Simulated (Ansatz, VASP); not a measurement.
# WC (Qusongite): VASP beside Ansatz

```
W C
1.0
     2.90650    0.00000    0.00000
    -1.45325    2.51710    0.00000
     0.00000    0.00000    2.83660
W C
1 1
Direct
  0.00000 0.00000 0.00000
  0.66667 0.33333 0.50000
```

Alike in both runs: task single point; functional PBE; k mesh 10 × 10 × 9; occupations gaussian, width 0.014 eV; no spin polarisation.

```csv
,VASP,Ansatz
version,VASP 6.6.1,Ansatz 0.2.0
potentials or method,"VASP PAW PBE potentials, release 64 (W_sv, C)",Ansatz PAW
plane-wave cutoff (eV),520,420
valence electrons in the cell,18,18
```

VASP gave:

```
gap on the k mesh at the Fermi level (eV)       : none
pressure (GPa)                                  : 6.7
largest component of the traceless stress (GPa) : 0.43
```

**Question.** Estimate Ansatz's values.

**Answer.** gap on the k mesh at the Fermi level (eV): none; pressure (GPa): 5.6; largest component of the traceless stress (GPa): 0.61.

A gap of «none» marks a metal or a gap that the smearing closes.

Caveats: the pressure holds a Pulay correction of +0.3 GPa for the finite cutoff (Ansatz). Spin-orbit coupling is left out, which matters for the levels of W.
